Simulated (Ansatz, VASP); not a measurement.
# P (black phosphorene, 1 layer) in two plane-wave programs, part 2 of 2

One calculation is typed for both programs; each brings its own data sets. How far apart do they land? Of the first pair: The structure shown is the start of the Ansatz relaxation below; VASP solves that cell, so the two are compared at the walk's first step.

VASP 6.6.1 and Ansatz 0.2.0.

So far: Starting point; Ansatz: relaxation, PBE.

## Step 3: VASP: single point, PBE, start cell, pair 1

Level of this step: PBE; plane waves and PAW (P) (VASP).

The same cell, functional, mesh and smearing now go to VASP, with its own data sets.

Lines of VASP's logs that name or quote its potential files are left out, and so is its time.

Input file INCAR:

```
SYSTEM = P
PREC = Accurate
ENCUT = 400
EDIFF = 1E-06
NELM = 120
ISMEAR = -1
SIGMA = 0.05
LREAL = .FALSE.
ALGO = Normal
GGA = PE
NBANDS = 16
LORBIT = 11
LWAVE = .FALSE.
LCHARG = .FALSE.
ISIF = 2
LDIPOL = .TRUE.
IDIPOL = 3
DIPOL = 0.5 0.5 0.5
LVHAR = .TRUE.
LASPH = .TRUE.
GGA_COMPAT = .FALSE.
EFERMI = MIDGAP
NELMDL = -8
```

Input file POSCAR:

```
P
1.0
    4.6200000000      0.0000000000      0.0000000000
    0.0000000000      3.3000000000      0.0000000000
    0.0000000000      0.0000000000     17.2400000000
P
4
Direct
    0.0900000000      0.0000000000      0.4350348028
    0.4100000000      0.5000000000      0.4408352668
    0.9100000000      0.0000000000      0.5649651972
    0.5900000000      0.5000000000      0.5591647332
```

Input file KPOINTS:

```
Automatic mesh
0
Gamma
8 8 1
0 0 0
```

Potentials, in the order of the species: P (PBE family, release 64).

Launch:

```
mpirun -np 1 vasp_std
```

Numbers of over 12 decimals in the logs are rounded to 6 here.

What it wrote:

```text
[banner, memory and clock lines left out]
running    1 mpi-ranks, on    1 nodes
 distrk:  each k-point on    1 cores,    1 groups
 distr:  one band on    1 cores,    1 groups

 POSCAR found type information on POSCAR P
 POSCAR found :  1 types and       4 ions
 LDA part: xc-table for (Slater+PW92), standard interpolation
 POSCAR, INCAR and KPOINTS ok, starting setup
 FFT: planning ... GRIDC
 FFT: planning ... GRID_SOFT
 FFT: planning ... GRID
 WAVECAR not read
 entering main loop
       N       E                     dE             d eps       ncg     rms          rms(c)
DAV:   1     0.115679406829E+03    0.11568E+03   -0.58743E+03   800   0.734E+02
DAV:   2    -0.902063908232E+01   -0.12470E+03   -0.11817E+03  1168   0.152E+02
DAV:   3    -0.213145250564E+02   -0.12294E+02   -0.12235E+02  1104   0.566E+01
DAV:   4    -0.215599112589E+02   -0.24539E+00   -0.24499E+00  1136   0.987E+00
DAV:   5    -0.215667314569E+02   -0.68202E-02   -0.68193E-02  1232   0.145E+00
DAV:   6    -0.215668905756E+02   -0.15912E-03   -0.15912E-03  1232   0.193E-01
DAV:   7    -0.215668944345E+02   -0.38589E-05   -0.38590E-05  1248   0.262E-02
DAV:   8    -0.215668945244E+02   -0.89932E-07   -0.89807E-07  1024   0.331E-03    0.995E+00
DAV:   9    -0.214279669383E+02    0.13893E+00   -0.98117E-02  1016   0.170E+00    0.589E+00
DAV:  10    -0.213668856245E+02    0.61081E-01   -0.15865E-01  1096   0.213E+00    0.346E-01
DAV:  11    -0.213662284134E+02    0.65721E-03   -0.11039E-02  1056   0.664E-01    0.191E-01
DAV:  12    -0.213659367116E+02    0.29170E-03   -0.90572E-04  1296   0.181E-01    0.109E-01
DAV:  13    -0.213657424708E+02    0.19424E-03   -0.22509E-04  1056   0.807E-02    0.454E-02
DAV:  14    -0.213656108677E+02    0.13160E-03   -0.17563E-04  1096   0.639E-02    0.229E-02
DAV:  15    -0.213657308638E+02   -0.12000E-03   -0.15777E-04   968   0.500E-02    0.115E-02
DAV:  16    -0.213658347461E+02   -0.10388E-03   -0.22410E-05  1040   0.204E-02    0.849E-03
DAV:  17    -0.213658871742E+02   -0.52428E-04   -0.75237E-06  1032   0.122E-02    0.417E-03
DAV:  18    -0.213658932110E+02   -0.60369E-05   -0.87405E-06   992   0.882E-03    0.463E-03
DAV:  19    -0.213659477005E+02   -0.54489E-04   -0.32064E-06   896   0.601E-03    0.210E-03
DAV:  20    -0.213659846425E+02   -0.36942E-04   -0.20072E-06   792   0.433E-03    0.246E-03
DAV:  21    -0.213660053431E+02   -0.20701E-04   -0.11498E-06   816   0.326E-03    0.633E-04
DAV:  22    -0.213660109207E+02   -0.55776E-05   -0.33247E-07   856   0.168E-03    0.317E-04
DAV:  23    -0.213660125135E+02   -0.15928E-05   -0.56330E-08   800   0.773E-04    0.184E-04
DAV:  24    -0.213660134734E+02   -0.95996E-06   -0.44777E-08   752   0.574E-04
   1 F= -.21366013E+02 E0= -.21365989E+02  d E =-.499313E-04
```

Parts of OUTCAR (step 3):

```text
ion  position               nearest neighbor table
   1  0.090  0.000  0.435-   2 2.22   2 2.22   3 2.39
   2  0.410  0.500  0.441-   4 2.20   1 2.22   1 2.22
   3  0.910  0.000  0.565-   4 2.22   4 2.22   1 2.39
   4  0.590  0.500  0.559-   2 2.20   3 2.22   3 2.22

  LATTYP: Found a simple orthorhombic cell.
 ALAT       =     3.3000000000
 B/A-ratio  =     1.4000000000
 C/A-ratio  =     5.2242424242

 Subroutine GETGRP returns: Found  4 space group operations
 (whereof  4 operations were pure point group operations)

The static configuration has the point symmetry C_2h.

 Found     25 irreducible k-points:

   k-points           NKPTS =     25   k-points in BZ     NKDIM =     25   number of bands    NBANDS=     16

   dimension x,y,z NGX =    30 NGY =   24 NGZ =  112
   dimension x,y,z NGXF=    60 NGYF=   48 NGZF=  224

   ENCUT  =  400.0 eV  29.40 Ry    5.42 a.u.   7.53  5.38 28.11*2*pi/ulx,y,z

   NELECT =      20.0000    total number of electrons

 k-points in reciprocal lattice and weights: Automatic mesh
   0.00000000  0.00000000  0.00000000       0.016
   0.12500000  0.00000000  0.00000000       0.031
   0.25000000  0.00000000  0.00000000       0.031
   0.37500000  0.00000000  0.00000000       0.031
   0.50000000  0.00000000  0.00000000       0.016
   0.00000000  0.12500000  0.00000000       0.031
   0.12500000  0.12500000  0.00000000       0.062
   0.25000000  0.12500000  0.00000000       0.062
   0.37500000  0.12500000  0.00000000       0.062
[...]
0.37500000  0.50000000  0.00000000       0.031
   0.50000000  0.50000000  0.00000000       0.016

 dipolmoment           0.000000      0.000000     -0.000000 electrons x Angstroem

 average (electrostatic) potential at core
       1 -90.8466       2 -90.7280       3 -90.8466       4 -90.7280

 E-fermi :  -1.4120

 k-point     1 :       0.0000    0.0000    0.0000
  band No.  band energies     occupation
    ...
      6      -6.1653      2.00000
      7      -5.0902      2.00000
      8      -3.6090      2.00000
      9      -3.5479      2.00000
     10      -1.7490      1.99764
     11      -1.0991      0.00382
     12      -0.1493      0.00000
     13       0.8632      0.00000
     14       1.5886      0.00000
     15       2.5767      0.00000
    ...

 k-point     2 :       0.1250    0.0000    0.0000
  band No.  band energies     occupation
    ...
      6      -5.8228      2.00000
      7      -5.0350      2.00000
      8      -3.6563      2.00000
      9      -3.2653      2.00000
     10      -2.3158      2.00000
     11      -0.5497      0.00000
     12      -0.0921      0.00000
     13       0.7187      0.00000
     14       1.5347      0.00000
     15       2.7620      0.00000
    ...

 k-point     3 :       0.2500    0.0000    0.0000
  band No.  band energies     occupation
    ...
      6      -5.0133      2.00000
      7      -4.8760      2.00000
      8      -3.8000      2.00000
      9      -3.3221      2.00000
     10      -2.4687      2.00000
     11       0.0123      0.00000
     12       0.2481      0.00000
     13       0.3560      0.00000
     14       1.4618      0.00000
     15       2.9272      0.00000
    ...

  Total       -0.0401707     -0.0811736     -0.7317890      0.0000000      0.0000000     -0.1959897
  in kB       -0.2448650     -0.4948027     -4.4607027      0.0000000      0.0000000     -1.1946777
  external PRESSURE =      -1.7334568 kB  Pullay stress =       0.0000000 kB

  energy-cutoff  :      400.00
  volume of cell :      262.84
      direct lattice vectors                 reciprocal lattice vectors
     4.620000000  0.000000000  0.000000000     0.216450216  0.000000000  0.000000000
     0.000000000  3.300000000  0.000000000     0.000000000  0.303030303  0.000000000
     0.000000000  0.000000000 17.240000000     0.000000000  0.000000000  0.058004640

 POSITION                                       TOTAL-FORCE (eV/Angst)
 -----------------------------------------------------------------------------------
      0.41580      0.00000      7.50000        -0.006959      0.000000      1.049207
      1.89420      1.65000      7.60000         0.103657      0.000000     -0.796706
      4.20420      0.00000      9.74000         0.006959      0.000000     -1.049207
      2.72580      1.65000      9.64000        -0.103657      0.000000      0.796706
 -----------------------------------------------------------------------------------
    total drift:                                0.000000     -0.000000      0.000000

  FREE ENERGIE OF THE ION-ELECTRON SYSTEM (eV)
  ---------------------------------------------------
  free  energy   TOTEN  =       -21.3660134734 eV

  energy  without entropy=      -21.3659635421  energy(sigma->0) =      -21.36598851

 vacuum level on the upper side and lower side of the slab         3.200         3.200

 total charge
# of ion       s       p       d       tot
------------------------------------------
    1        1.091   1.345   0.000   2.437
    2        1.070   1.407   0.000   2.476
    3        1.091   1.345   0.000   2.437
    4        1.070   1.407   0.000   2.476
--------------------------------------------------
tot          4.322   5.504   0.000   9.826

[... 3 further parts left out ...]
```

## Step 4: Differences

Known differences besides the potentials themselves: the cutoff is 420 eV in Ansatz and 400 eV in VASP. Total energies have different zeros and are not compared.

Forces (eV/Å; atoms numbered as in POSCAR):

```csv
atom,"Ansatz x, y, z","VASP x, y, z"
P1,"-0.046, 0.000, 1.017","-0.007, 0.000, 1.049"
P2,"0.132, 0.000, -0.829","0.104, 0.000, -0.797"
P3,"0.046, 0.000, -1.017","0.007, 0.000, -1.049"
P4,"-0.132, 0.000, 0.829","-0.104, 0.000, 0.797"
```

The forces differ by 27 meV/Å r.m.s., which is 5.0 % of the r.m.s. force of 0.539 eV/Å (both taken over all components). With vacuum in the cell, a pressure given here is an average over mostly empty space and none of the material.

## Step 5: Ansatz: relaxation, PBE

This run makes the geometry at which the two programs are then compared.

The structure compared here is the end of the Ansatz relaxation.

Input file input.yaml:

```yaml
crystal:
  lattice:
    - [4.62, 0.0, 0.0]
    - [0.0, 3.3, 0.0]
    - [0.0, 0.0, 17.24]
  atoms:
    - { symbol: P, position: [0.09, 0.0, 0.4350348028] }
    - { symbol: P, position: [0.41, 0.5, 0.4408352668] }
    - { symbol: P, position: [0.91, 0.0, 0.5649651972] }
    - { symbol: P, position: [0.59, 0.5, 0.5591647332] }
kpoints:
  mp_grid: { grid: [8, 8, 1] }
hamiltonian:
  xc: pbe
scf:
  occupations: { method: fermi_dirac, width: 0.05 }
  convergence: { dr2_threshold: 1.0e-08 }
efield:
  axis: 3
  dipole_correction: true
  ramp_position: 0.97
  ramp_width: 0.04
relax:
  f_tol: 0.01
  cell: { fix: [c, alpha, beta] }
output:
  write_potential: true
  write_density: true
  volumetric_format: npy
```

Launch:

```
ansatz run input.yaml --threads 2 --pin off --max-ram 4096MiB --backend cpu --events-out ev --progress --plain --runs-dir out
```

What it wrote:

```text
[...]
Crystal: 4 atoms, lattice volume = 262.841 Å³
Basis set: ecut = 420 eV, 5205 PW (Γ), exchange–correlation on 64×48×240 points (8 copies of the dense FFT grid, shifted against one another)
[...]
cell:  # Å, volume = 263.5375 Å³
    - [4.629155, 0.0, 0]
    - [0.0, 3.302201, 0.0]
    - [0, 0.0, 17.24]
  atoms:
    - { symbol: P, position: [0.089019, 0.0, 0.438905] }
    - { symbol: P, position: [0.410887, 0.500000, 0.438903] }
    - { symbol: P, position: [0.910981, 0.0, 0.561095] }
    - { symbol: P, position: [0.589113, 0.500000, 0.561097] }
[key lines of the parts left out:]
SCF converged after 3 iterations
Free energy (F): -3022.654516 eV
Fermi energy:    -1.081815 eV
Dipole field:    D = -0.000004 V/Å  (p = -0.000005 e·Å, saw-weighted, corrected)
Work function:   Φ+ = 4.5876 eV   Φ− = 4.5875 eV
P = ⅓ Tr σ = 0.0064 GPa (0.064 kbar)
```

## Step 6: VASP: single point, PBE, relaxed cell, pair 2

The same cell, functional, mesh and smearing now go to VASP, with its own data sets.

INCAR, as its differences from that of step 3:

```diff
@@ -2,3 +2,3 @@
 PREC = Accurate
-ENCUT = 400
+ENCUT = 500
 EDIFF = 1E-06
```

Input file POSCAR:

```
P
1.0
    4.6291552942      0.0000000000      0.0000000000
    0.0000000000      3.3022007222      0.0000000000
    0.0000000000      0.0000000000     17.2400000000
P
4
Direct
    0.0890194904      0.0000000000      0.4389054910
    0.4108870716      0.5000000000      0.4389025248
    0.9109806364      0.0000000000      0.5610945110
    0.5891130552      0.5000000000      0.5610974772
```

KPOINTS is that of step 3.

Launch:

```
mpirun -np 1 vasp_std
```

What it wrote:

```text
[... set-up lines as in an earlier step ...]
 entering main loop
       N       E                     dE             d eps       ncg     rms          rms(c)
DAV:   1     0.126010352948E+03    0.12601E+03   -0.65521E+03   800   0.874E+02
DAV:   2    -0.823928333737E+01   -0.13425E+03   -0.12896E+03  1248   0.159E+02
DAV:   3    -0.214057332093E+02   -0.13166E+02   -0.13115E+02  1120   0.586E+01
DAV:   4    -0.216560132452E+02   -0.25028E+00   -0.24979E+00  1104   0.101E+01
[...]
DAV:  22    -0.214694157485E+02   -0.22482E-05   -0.88293E-08   816   0.121E-03    0.995E-04
DAV:  23    -0.214694179678E+02   -0.22193E-05   -0.10893E-07   760   0.103E-03    0.172E-04
DAV:  24    -0.214694187486E+02   -0.78080E-06   -0.34293E-08   720   0.527E-04
   1 F= -.21469419E+02 E0= -.21469416E+02  d E =-.459671E-05
```

Parts of OUTCAR (step 6):

```text
  Total       -0.1804055     -0.1349777     -0.1618439      0.0000000      0.0000000     -0.0051191
  in kB       -1.0967760     -0.8205974     -0.9839308      0.0000000      0.0000000     -0.0311214
  external PRESSURE =      -0.9671014 kB  Pullay stress =       0.0000000 kB

 POSITION                                       TOTAL-FORCE (eV/Angst)
 -----------------------------------------------------------------------------------
      0.41209      0.00000      7.56673         0.029654      0.000000      0.034227
      1.90206      1.65110      7.56668        -0.027222      0.000000      0.035075
      4.21707      0.00000      9.67327        -0.029654      0.000000     -0.034227
      2.72710      1.65110      9.67332         0.027222      0.000000     -0.035075
 -----------------------------------------------------------------------------------
    total drift:                               -0.000274      0.000000     -0.000034

  FREE ENERGIE OF THE ION-ELECTRON SYSTEM (eV)
  ---------------------------------------------------
  free  energy   TOTEN  =       -21.4694187486 eV

  energy  without entropy=      -21.4694141519  energy(sigma->0) =      -21.46941645

[... 1 part as in an earlier step ...]

[... 2 further parts left out ...]
[key lines of the parts left out:]
E-fermi :  -1.3791
```

## Step 7: Differences

What differs besides the data sets and the points named for the pairs above, as far as they apply: the cutoff is 420 eV in Ansatz and 500 eV in VASP; Ansatz's pressure holds a Pulay correction, VASP's none. Total energies have different zeros and are not compared.

Both answers:

```csv
quantity,Ansatz,VASP,difference
pressure (GPa),0.01,-0.10,+0.10
gap on the k mesh (eV),0.901,0.918,-0.017
```

Forces (eV/Å; atoms numbered as in POSCAR):

```csv
atom,"Ansatz x, y, z","VASP x, y, z"
P1,"-0.003, 0.000, -0.002","0.030, 0.000, 0.034"
P2,"0.006, 0.000, -0.001","-0.027, 0.000, 0.035"
P3,"0.003, 0.000, 0.002","-0.030, 0.000, -0.034"
P4,"-0.006, 0.000, 0.001","0.027, 0.000, -0.035"
```

The forces differ by 28 meV/Å r.m.s., where the r.m.s. force is 0.003 eV/Å in Ansatz and 0.026 eV/Å in VASP: the atoms lie near their places of rest in Ansatz, so a percentage would say little (all taken over all components). A gap on the mesh is an upper bound, since the band edges may lie between its points. With vacuum in the cell, a pressure given here is an average over mostly empty space and none of the material.

## Step 8: What came out

```
r.m.s. force difference (single point, PBE, start cell, pair 1)   : 5.0 % of the r.m.s. force
r.m.s. force difference (single point, PBE, relaxed cell, pair 2) : 28 meV/Å
```

The r.m.s. force difference is 28 meV/Å (single point, PBE, relaxed cell, pair 2), beyond the 12 meV/Å picked in this series as the mark of a large difference. What causes the difference of the single point, PBE, start cell, pair 1 pair stays open here. What causes the difference of the single point, PBE, relaxed cell, pair 2 pair stays open here. How closely two codes agree says nothing of how well the functional describes the real material.

[Lines on the potential files, build, host, timing and source positions are cut from VASP's logs without a mark.]

[Logs are printed without paths, hosts, clocks, repeated set-up lines and the standing remarks that a program may print on its own settings, such as how far it seeks lower states.]

[Hosts, paths, dates, database ids (printed as entryN), source tags and the programs' standing remarks are cut or masked in the printed files.]
